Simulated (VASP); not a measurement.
Input of a VASP 6.6.1 run:

Contents of INCAR:

```
PREC     = Accurate       # precision mode
ENCUT    = 520            # plane-wave cutoff, eV
EDIFF    = 1E-7           # SCF threshold, eV
ISMEAR   = -1             # smearing method
SIGMA    = 0.05           # smearing width, eV
LREAL    = False          # projectors in reciprocal space
LASPH    = True           # aspherical terms in the spheres
NELM     = 80             # most SCF steps
ALGO     = Normal         # electronic algorithm
ISIF     = 2              # what is computed and relaxed
LWAVE    = False          # write WAVECAR
LCHARG   = False          # write CHGCAR
GGA      = PE             # functional
NBANDS   = 16             # bands
```

File KPOINTS:

```
regular mesh
0
Gamma
  8 8 8
```

The input POSCAR:

```
GaP
1.0
    0.0000000000      2.7252500000      2.7252500000
    2.7252500000      0.0000000000      2.7252500000
    2.7252500000      2.7252500000      0.0000000000
Ga P
1 1
Direct
   -0.0013860000     -0.0157230000      0.0174070000
    0.7476240000      0.7471280000      0.7528140000
```

Potentials or basis: VASP PAW PBE potentials, release 64 (Ga_d, P).

Command:

```sh
$ cat potpaw_PBE.64/Ga_d/POTCAR potpaw_PBE.64/P/POTCAR > POTCAR
$ mpirun -np 1 vasp_std > vasp.out
```

Task: What does it give for the largest force?

Result: 0.550 eV/Å.

Task: Estimate the band gap on the k mesh.

Result: 1.45 eV, indirect (least direct gap 1.68 eV).

Task: What does it give for the pressure?

Result: 2.6 GPa.

Stress tensor (GPa, compression positive):
```
 2.62  1.01 -1.32
 1.01  2.54 -0.27
-1.32 -0.27  2.58
```

A k mesh can miss the band edges.
